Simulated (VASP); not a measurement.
Wanted: the native input for a VASP 6.6.1 run.

```yaml
Task: single point
Functional: PBEsol
Potentials_or_basis: VASP PAW PBE potentials, release 64 (C, O, H)
Cutoff: 520 eV
k_mesh: 1 × 1 × 1
Occupations: fermi-dirac, width 0.02 eV
Spin: no spin polarisation
Dipole_correction: no
Further_INCAR_settings: LREAL = Auto; ALGO = Normal; EDIFF = 1e-06; NBANDS = 64
```

The structure of H6C2O lies in POSCAR:

```
H6C2O
1.0
    7.5290720000      0.0000000000      0.0000000000
    0.0000000000      7.5290720000      0.0000000000
    0.0000000000      0.0000000000      7.5290720000
C O H
8 4 24
Direct
    0.8790164000      0.6197246000     -0.0468236000
    0.9385916000      0.5028194000      0.1051954000
    0.4860568000      0.4335292000      0.9839437000
    0.3669284000      0.3181865000      0.8706727000
    0.3901741000      0.8252497000      0.5921709000
    0.2521610000      0.9709879000      0.5859569000
    0.6243553000      0.3413657000      0.5186934000
    0.4652657000      0.4630953000      0.5046136000
    0.7849123000      0.4636145000      0.2089256000
    0.2455533000      0.4335769000      0.7819740000
    0.0828125000      0.8882934000      0.6058820000
    0.3137268000      0.3534883000      0.4740095000
    0.8219857000      0.3884663000      0.3070166000
    0.9994066000      0.3804808000      0.0536945000
    1.0393521000      0.5718419000      0.1852000000
    0.9914813000      0.6546405000     -0.1317936000
    0.7797844000      0.5504960000     -0.1267422000
    0.8196826000      0.7416300000      0.0046073000
    0.1684031000      0.3605175000      0.7088051000
    0.4467412000      0.2425668000      0.7746044000
    0.2958056000      0.2219567000      0.9543322000
    0.5827119000      0.3524122000      1.0558128000
    0.5573936000      0.5282408000      0.9004730000
    0.4066370000      0.5076552000      1.0799875000
   -0.0067702000      0.9810496000      0.6020425000
    0.2760545000      1.0674503000      0.6929224000
    0.2605731000      1.0428207000      0.4591231000
    0.5237032000      0.8804098000      0.5775182000
    0.3823265000      0.7548174000      0.7186789000
    0.3668634000      0.7302171000      0.4851569000
    0.2107710000      0.4306788000      0.4647766000
    0.4499209000      0.5402084000      0.6276405000
    0.4840493000      0.5579258000      0.3951976000
    0.7455189000      0.4178436000      0.5423125000
    0.6059157000      0.2480410000      0.6281331000
    0.6400036000      0.2657373000      0.3959658000
```

The cell was built by a generator and needn't be a form met in nature.

The input as run:

INCAR

```
  ALGO = Normal
  EDIFF = 1E-6
  ENCUT = 520
  GGA = PS
  ISIF = 2
  ISMEAR = -1
  LASPH = True
  LCHARG = False
  LREAL = Auto
  LWAVE = False
  NBANDS = 64
  NELM = 80
  PREC = Accurate
  SIGMA = 0.02
```

KPOINTS

```
k-points
0
Gamma
  1 1 1
```

Potentials or basis: VASP PAW PBE potentials, release 64 (C, O, H).

The run is started by

```bash
$ cat potpaw_PBE.64/C/POTCAR potpaw_PBE.64/O/POTCAR potpaw_PBE.64/H/POTCAR > POTCAR
$ mpirun -np 1 vasp_gam > vasp.out
```

Results of the run:

- Pressure: 2.6 GPa
- Largest force: 1.446 eV/Å
- Band gap on the k mesh: 4.07 eV, direct

Caveat: the PAW data sets were made with another functional, which shifts forces and pressure a little.

Run time: 110 s on 1 thread of AMD EPYC 7571, with other jobs on the host, peak memory 0.35 GiB.
